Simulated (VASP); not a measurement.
## Input and output of a VASP r²SCAN single-point calculation on PbS (database structure)

INCAR

```
ALGO = Normal
NELM = 120
LASPH = .TRUE.
SIGMA = 0.01
METAGGA = R2SCAN
IBRION = -1
NSW = 0
ISMEAR = 0
NBANDS = 17
LREAL = .FALSE.
LWAVE = .FALSE.
ENCUT = 520
ISIF = 2
PREC = Accurate
LCHARG = .FALSE.
EDIFF = 1E-7
```

KPOINTS

```
KPOINTS created by Atomic Simulation Environment
0
Gamma
8 8 8
0 0 0
```

KPOINTS_OPT

```
special points
8
Reciprocal
0.0000000000 0.0000000000 0.0000000000 1
-0.5000000000 -0.5000000000 -0.5000000000 1
-0.5000000000 -0.2499966092 -0.7500033908 1
-0.2499966092 0.2499966092 -0.5000000000 1
0.0000000000 0.0000000000 -0.5000000000 1
0.0000000000 0.3749983046 -0.3749983046 1
-0.3749983046 0.0000000000 -0.6250016954 1
-0.5000000000 0.0000000000 -0.5000000000 1
```

POSCAR

```
Pb S
 1.0000000000000000
     2.1005109572676153    1.2127305665503221    3.4301898176962839
    -2.1005109572676153    1.2127305665503221    3.4301898176962839
     0.0000000000000000   -2.4254611332923268    3.4301898176285164
 Pb  S
   1   1
Cartesian
  0.0000000000000000 -0.0000000001874929 10.0656554322252081
 -0.0000000000000000 -0.0000000000915203  4.9133111500496573
```

VASP ran with the recommended PBE PAW datasets (20 valence electrons in the cell).

Command

```
mpirun -np 1 vasp_std
```

OSZICAR

```
N       E                     dE             d eps       ncg     rms          rms(c)
DAV:   1     0.981286180052E+02    0.98129E+02   -0.95954E+03  2218   0.131E+03
DAV:   2    -0.580486147076E+02   -0.15618E+03   -0.15029E+03  2333   0.324E+02
DAV:   3    -0.703808063700E+02   -0.12332E+02   -0.12235E+02  2816   0.942E+01
DAV:   4    -0.706857453038E+02   -0.30494E+00   -0.30465E+00  2843   0.160E+01
DAV:   5    -0.706968848888E+02   -0.11140E-01   -0.11139E-01  3295   0.307E+00    0.466E+00
DAV:   6    -0.655988178340E+02    0.50981E+01   -0.21796E+00  2729   0.250E+01    0.368E+00
DAV:   7    -0.655927657887E+02    0.60520E-02   -0.30453E-01  2721   0.442E+00    0.238E+00
DAV:   8    -0.656055681698E+02   -0.12802E-01   -0.18353E-02  2875   0.177E+00    0.923E-01
DAV:   9    -0.656091339099E+02   -0.35657E-02   -0.66773E-03  2464   0.902E-01    0.235E-01
DAV:  10    -0.656090484374E+02    0.85473E-04   -0.74375E-04  3050   0.438E-01    0.685E-02
DAV:  11    -0.656092273028E+02   -0.17887E-03   -0.32966E-04  2616   0.146E-01    0.536E-02
DAV:  12    -0.656091939763E+02    0.33326E-04   -0.13004E-04  2870   0.173E-01    0.175E-02
DAV:  13    -0.656091956882E+02   -0.17119E-05   -0.68936E-06  2961   0.241E-02    0.407E-03
DAV:  14    -0.656091947448E+02    0.94342E-06   -0.19747E-06  2977   0.209E-02    0.130E-03
DAV:  15    -0.656091947298E+02    0.14980E-07   -0.42147E-08  1605   0.178E-03
   1 F= -.65609195E+02 E0= -.65609195E+02  d E =-.332009E-61
       N       E                     dE             ncg
DAV:   1     0.271837401794E+04   -0.42308E+04      272
DAV:   2     0.144729198302E+04   -0.12711E+04      304
DAV:   3     0.134950420330E+04   -0.97788E+02      337
DAV:   4     0.134710524728E+04   -0.23990E+01      360
DAV:   5     0.134700837389E+04   -0.96873E-01      405
DAV:   6     0.134700531935E+04   -0.30545E-02      405
DAV:   7     0.134700529687E+04   -0.22473E-04      381
DAV:   8     0.134700529650E+04   -0.37227E-06      390
DAV:   9     0.134700529650E+04   -0.38285E-08      302
```

From OUTCAR

```
k-points           NKPTS =     65   k-points in BZ     NKDIM =     65   number of bands    NBANDS=     17

   NELECT =      20.0000    total number of electrons

   dimension x,y,z NGX =    32 NGY =   32 NGZ =   32
   dimension x,y,z NGXF=    64 NGYF=   64 NGZF=   64

  energy-cutoff  :      520.00
  volume of cell :       52.43
      direct lattice vectors                 reciprocal lattice vectors
     2.100510957  1.212730567  3.430189818     0.238037321  0.137430911  0.097176352
    -2.100510957  1.212730567  3.430189818    -0.238037321  0.137430911  0.097176352
     0.000000000 -2.425461133  3.430189818     0.000000000 -0.274861822  0.097176352

 k-points in reciprocal lattice and weights: KPOINTS created by Atomic Simulation Env
   0.00000000  0.00000000  0.00000000       0.002
   0.12500000 -0.00000000  0.00000000       0.012
   0.12500000  0.12500000  0.12500000       0.004
   0.25000000 -0.00000000  0.00000000       0.012
   0.25000000  0.25000000  0.25000000       0.004
   0.37500000 -0.00000000  0.00000000       0.012
   0.37500000  0.37500000  0.37500000       0.004
   0.50000000 -0.00000000  0.00000000       0.006
   ...

 E-fermi :   5.7527

 k-point     1 :       0.0000    0.0000    0.0000
  band No.  band energies     occupation
      1     -11.8068      2.00000
      2     -11.8068      2.00000
      3     -11.8068      2.00000
      4     -11.7908      2.00000
      5     -11.7908      2.00000
      6      -8.5327      2.00000
      7      -0.4755      2.00000
      8       3.3297      2.00000
      9       3.3297      2.00000
     10       3.3297      2.00000
     11      11.1795      0.00000
     12      11.1800      0.00000
     13      11.1800      0.00000
     14      12.7861      0.00000
     15      12.7861      0.00000
     16      12.7863      0.00000
     17      14.7123      0.00000

 k-point     2 :       0.1250   -0.0000    0.0000
  band No.  band energies     occupation
      1     -11.8061      2.00000
      2     -11.8040      2.00000
      3     -11.8040      2.00000
      4     -11.7917      2.00000
      5     -11.7917      2.00000
      6      -8.3979      2.00000
      7      -0.9731      2.00000
      8       3.3735      2.00000
      9       3.3735      2.00000
     10       3.7156      2.00000
     11       9.9342      0.00000
     12      10.3725      0.00000
     13      10.3726      0.00000
     14      12.7188      0.00000
     15      13.1662      0.00000
     16      13.1663      0.00000
     17      15.9669      0.00000

 k-point     3 :       0.1250    0.1250    0.1250
  band No.  band energies     occupation
      1     -11.8061      2.00000
      2     -11.8040      2.00000
      3     -11.8040      2.00000
      4     -11.7917      2.00000
      5     -11.7917      2.00000
      6      -8.3979      2.00000
      7      -0.9731      2.00000
      8       3.3735      2.00000
      9       3.3735      2.00000
     10       3.7156      2.00000
     11       9.9342      0.00000
     12      10.3725      0.00000
     13      10.3725      0.00000
     14      12.7191      0.00000
     15      13.1663      0.00000
     16      13.1663      0.00000
     17      15.9668      0.00000

 k-point     4 :       0.2500   -0.0000    0.0000
  band No.  band energies     occupation
      1     -11.8110      2.00000
      2     -11.8110      2.00000
      3     -11.8047      2.00000
      4     -11.7804      2.00000
      5     -11.7804      2.00000
      6      -8.0250      2.00000
      7      -2.0107      2.00000
      8       3.4962      2.00000
      9       3.4962      2.00000
     10       4.4515      2.00000
     11       8.2616      0.00000
     12       9.1219      0.00000
     13       9.1220      0.00000
     14      12.9052      0.00000
     15      14.0446      0.00000
     16      14.0448      0.00000
     17      18.0695      0.00000

 k-point     5 :       0.2500    0.2500    0.2500
  band No.  band energies     occupation
      1     -11.8110      2.00000
      2     -11.8110      2.00000
      3     -11.8047      2.00000
      4     -11.7804      2.00000
      5     -11.7804      2.00000
      6      -8.0251      2.00000
      7      -2.0107      2.00000
      8       3.4963      2.00000
      9       3.4963      2.00000
     10       4.4515      2.00000
     11       8.2617      0.00000
     12       9.1219      0.00000
     13       9.1219      0.00000
     14      12.9053      0.00000
     15      14.0448      0.00000
     16      14.0448      0.00000
     17      18.0696      0.00000

 k-point     6 :       0.3750   -0.0000    0.0000
  band No.  band energies     occupation
      1     -11.8217      2.00000
      2     -11.8217      2.00000
      3     -11.8039      2.00000
      4     -11.7653      2.00000
      5     -11.7653      2.00000
      6      -7.5465      2.00000
      7      -3.0048      2.00000
      8       3.6515      2.00000
      9       3.6515      2.00000
     10       5.1509      2.00000
     11       6.9731      0.00000
     12       8.1830      0.00000
     13       8.1831      0.00000
     14      13.8086      0.00000
     15      15.3083      0.00000
     16      15.3085      0.00000
     17      17.9826      0.00000

 k-point     7 :       0.3750    0.3750    0.3750
  band No.  band energies     occupation
      1     -11.8217      2.00000
      2     -11.8217      2.00000
      3     -11.8039      2.00000
      4     -11.7653      2.00000
      5     -11.7653      2.00000
      6      -7.5466      2.00000
      7      -3.0048      2.00000
      8       3.6516      2.00000
      9       3.6516      2.00000
     10       5.1508      2.00000
     11       6.9733      0.00000
     12       8.1830      0.00000
     13       8.1830      0.00000
     14      13.8086      0.00000
     15      15.3084      0.00000
     16      15.3084      0.00000
     17      17.9826      0.00000

 k-point     8 :       0.5000   -0.0000    0.0000
  band No.  band energies     occupation
      1     -11.8263      2.00000
      2     -11.8263      2.00000
      3     -11.8036      2.00000
      4     -11.7588      2.00000
      5     -11.7588      2.00000
      6      -7.2928      2.00000
      7      -3.4462      2.00000
      8       3.7294      2.00000
      9       3.7294      2.00000
     10       5.6381      2.00000
     11       6.2781      0.00000
     12       7.8312      0.00000
     13       7.8314      0.00000
     14      14.7988      0.00000
     15      16.2667      0.00000
     16      16.2669      0.00000
     17      16.6718      0.00000

 k-point     9 :       0.5000    0.5000    0.5000
  band No.  band energies     occupation
      1     -11.8263      2.00000
      2     -11.8263      2.00000
      3     -11.8036      2.00000
      4     -11.7588      2.00000
      5     -11.7588      2.00000
      6      -7.2929      2.00000
      7      -3.4462      2.00000
      8       3.7295      2.00000
      9       3.7295      2.00000
     10       5.6378      2.00000
     11       6.2786      0.00000
     12       7.8313      0.00000
     13       7.8313      0.00000
     14      14.7987      0.00000
     15      16.2668      0.00000
     16      16.2668      0.00000
     17      16.6719      0.00000

 k-point    10 :       0.1250    0.1250    0.0000
  band No.  band energies     occupation
      1     -11.8104      2.00000
      2     -11.8042      2.00000
      3     -11.7984      2.00000
      4     -11.7984      2.00000
      5     -11.7870      2.00000
      6      -8.3503      2.00000
      7      -1.0329      2.00000
      8       3.1312      2.00000
      9       3.1313      2.00000
     10       4.1735      2.00000
     11       8.9720      0.00000
     12      10.8468      0.00000
     13      10.8471      0.00000
     14      11.8164      0.00000
     15      13.9581      0.00000
     16      13.9582      0.00000
     17      15.4338      0.00000

 k-point    11 :       0.2500    0.1250    0.0000
  band No.  band energies     occupation
      1     -11.8218      2.00000
      2     -11.8102      2.00000
      3     -11.7980      2.00000
      4     -11.7884      2.00000
      5     -11.7771      2.00000
      6      -8.0500      2.00000
      7      -1.7248      2.00000
      8       3.0275      2.00000
      9       3.1171      2.00000
     10       4.5615      2.00000
     11       7.9195      0.00000
     12       9.9484      0.00000
     13      10.2276      0.00000
     14      11.9355      0.00000
     15      14.4533      0.00000
     16      14.7912      0.00000
     17      16.7420      0.00000

 ...

  Total        0.3230646      0.3230646      0.3232412      0.0000000     -0.0000000      0.0000000
  in kB        9.8728224      9.8728224      9.8782184      0.0000000     -0.0000000      0.0000000
  external PRESSURE =       9.8746211 kB  Pullay stress =       0.0000000 kB

 POSITION                                       TOTAL-FORCE (eV/Angst)
 -----------------------------------------------------------------------------------
      0.00000     -0.00000     10.06566         0.000000      0.000000     -0.002464
      0.00000     -0.00000      4.91331         0.000000     -0.000000      0.002464
 -----------------------------------------------------------------------------------
    total drift:                               -0.000000     -0.000000      0.000104

  FREE ENERGIE OF THE ION-ELECTRON SYSTEM (eV)
  ---------------------------------------------------
  free  energy   TOTEN  =       -65.6091947298 eV

  energy  without entropy=      -65.6091947298  energy(sigma->0) =      -65.60919473
```

- gap between bands v and c: 0.64 eV
- least direct gap: 0.64 eV
- pressure: 1.0 GPa

Band v is the last that the valence electrons fill when counted band by band, and c is the next.

The run took about 2.1 min on one core of a shared host (Intel Xeon Platinum 8488C) and held 0.23 GiB at most.
